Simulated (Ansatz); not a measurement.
Molecular dynamics on a 2×2×2 supercell (16 atoms) of ZnS (zincblende), relaxed with r2SCAN. Forces come from PBEsol in Ansatz 0.2.0: constant energy and volume (NVE), velocities drawn at 800 K, steps of 3 fs. Spin polarisation is off, nuclei are classical, and the run is far too short for thermal averages.

```yaml
crystal:
  lattice:
    - [0.0, 5.3881716686, 5.3881716686]
    - [5.3881716686, 0.0, 5.3881716686]
    - [5.3881716686, 5.3881716686, 0.0]
  atoms:
    - { symbol: Zn, position: [0.0, 0.0, 0.0] }
    - { symbol: S, position: [0.125, 0.125, 0.125] }
    - { symbol: Zn, position: [0.0, 0.0, 0.5] }
    - { symbol: S, position: [0.125, 0.125, 0.625] }
    - { symbol: Zn, position: [0.0, 0.5, 0.0] }
    - { symbol: S, position: [0.125, 0.625, 0.125] }
    - { symbol: Zn, position: [0.0, 0.5, 0.5] }
    - { symbol: S, position: [0.125, 0.625, 0.625] }
    - { symbol: Zn, position: [0.5, 0.0, 0.0] }
    - { symbol: S, position: [0.625, 0.125, 0.125] }
    - { symbol: Zn, position: [0.5, 0.0, 0.5] }
    - { symbol: S, position: [0.625, 0.125, 0.625] }
    - { symbol: Zn, position: [0.5, 0.5, 0.0] }
    - { symbol: S, position: [0.625, 0.625, 0.125] }
    - { symbol: Zn, position: [0.5, 0.5, 0.5] }
    - { symbol: S, position: [0.625, 0.625, 0.625] }
kpoints:
  mp_grid: { grid: [2, 2, 2] }
hamiltonian:
  xc: pbesol
scf:
  occupations: { method: fermi_dirac, width: 0.069 }
md:
  ensemble: nve
  temperature: 800
  timestep: 3.0
  n_steps: 40
  initial_velocities: maxwell_boltzmann
  seed: 9870
```

Command: `ansatz run input.yaml --threads 4 --pin off --max-ram 3686MiB --backend cpu --events-out ev --progress --plain --runs-dir out`. Wall time 2 min on 4 threads of Arm Neoverse V1 (shared host), load about 1.0 per core; peak host memory 1.1 GiB.

```csv
step,t (fs),T (K),free energy F from step 0 (meV/atom),kinetic energy (meV/atom),largest force (eV/Å)
0,0,800,0.0,96.9,0.00
1,3,786,1.7,95.3,0.33
2,6,746,6.6,90.4,0.69
3,9,682,14.4,82.7,1.07
4,12,601,24.2,72.9,1.46
5,15,513,35.0,62.2,1.81
6,18,428,45.3,51.9,2.09
7,21,359,53.9,43.4,2.27
8,24,312,59.5,37.8,2.33
9,27,293,61.8,35.6,2.24
10,30,302,60.7,36.6,2.04
11,33,333,56.9,40.4,1.75
12,36,378,51.4,45.8,1.41
13,39,428,45.3,51.8,1.32
14,42,474,39.6,57.4,1.29
15,45,511,35.1,61.9,1.24
16,48,534,32.3,64.7,1.18
17,51,542,31.4,65.7,1.10
18,54,534,32.4,64.7,1.01
19,57,512,35.1,62.0,1.03
20,60,478,39.2,57.9,1.15
21,63,436,44.3,52.8,1.32
22,66,390,50.0,47.2,1.46
23,69,343,55.6,41.6,1.56
24,72,301,60.7,36.5,1.62
25,75,267,64.9,32.3,1.66
26,78,243,67.8,29.4,1.66
27,81,231,69.3,28.0,1.63
28,84,232,69.2,28.1,1.57
29,87,244,67.7,29.5,1.47
30,90,265,65.1,32.1,1.34
31,93,292,61.8,35.4,1.18
32,96,320,58.3,38.8,1.06
33,99,346,55.1,42.0,1.01
34,102,366,52.7,44.4,1.05
35,105,376,51.5,45.6,1.07
36,108,375,51.6,45.5,1.08
37,111,362,53.2,43.9,1.06
38,114,338,56.2,40.9,1.14
39,117,304,60.3,36.8,1.26
40,120,264,65.2,32.0,1.37
```

The temperature starts at 800 K, is lowest at step 27 (231 K, 81 fs) and ends at 264 K. The atoms start on their lattice sites with kinetic energy alone, so much of it first passes into potential energy. The conserved energy stays within 0.41 meV an atom. By the last step the atoms have moved 0.28 Å in the root mean square, the drift of the whole cell taken out, 0.44 Å at most.

Positions (Å) and forces (eV/Å) at step 40:
```
Zn   0.167   0.173   0.027     0.023   0.128  -0.597
S    1.460   1.528   1.397     0.247  -0.361  -0.729
Zn   2.745   2.949   0.024    -0.097  -0.382  -0.714
S    3.994   4.428   1.264    -0.198  -0.602  -0.080
Zn   2.794   0.084   2.510     0.552  -0.669   0.297
S    4.173   1.365   3.890    -0.161   0.487   0.231
Zn   5.258   3.021   2.478     0.387  -0.851   0.600
S    6.759   4.167   3.860     0.055  -0.256   0.430
Zn   0.074   2.335   2.921    -0.923   0.844   0.558
S    1.333   4.012   4.113    -0.174  -0.993   0.605
Zn   2.447   5.350   2.727     0.185   0.389  -0.032
S    3.826   6.531   4.152     0.845   0.799   0.422
Zn   2.726   2.397   5.434     0.229   0.675  -0.134
S    4.138   3.758   6.879    -0.422   0.367  -0.515
Zn   5.379   5.166   5.439    -0.437   0.124   0.007
S    6.569   6.699   6.758    -0.110   0.300  -0.350
```
